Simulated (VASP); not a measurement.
GaN:

```
Ga N
1.0
     3.18000    0.00000    0.00000
    -1.59000    2.75396    0.00000
     0.00000    0.00000    5.16600
Ga N
2 2
Cartesian
  0.0000 1.8360 0.0000
  1.5900 0.9180 2.5830
  0.0000 1.8360 1.9373
  1.5900 0.9180 4.5203
```

Base run:

```yaml
Program: VASP 6.6.1
Functional: PBE
Potentials_or_basis: VASP PAW PBE potentials, release 64 (Ga_d, N)
Cutoff: 520 eV
k_mesh: 8 × 8 × 5
Occupations: fermi-dirac, width 0.02 eV
Spin: no spin polarisation
```

Its results: band gap on the k mesh 1.97 eV, direct; pressure 7.4 GPa; largest force 0.135 eV/Å.

Question: The run is repeated on the same cell with these changes: functional from PBE to PBEsol; cutoff from 520 eV to 600 eV. What comes out?

Answer: Band gap on the k mesh 1.93 eV, direct; pressure 0.6 GPa; largest force 0.131 eV/Å.

PBEsol binds more tightly than PBE, so the same cell stands under less pressure.

Caveats: the PAW data sets were made with another functional, which shifts forces and pressure a little (some runs).

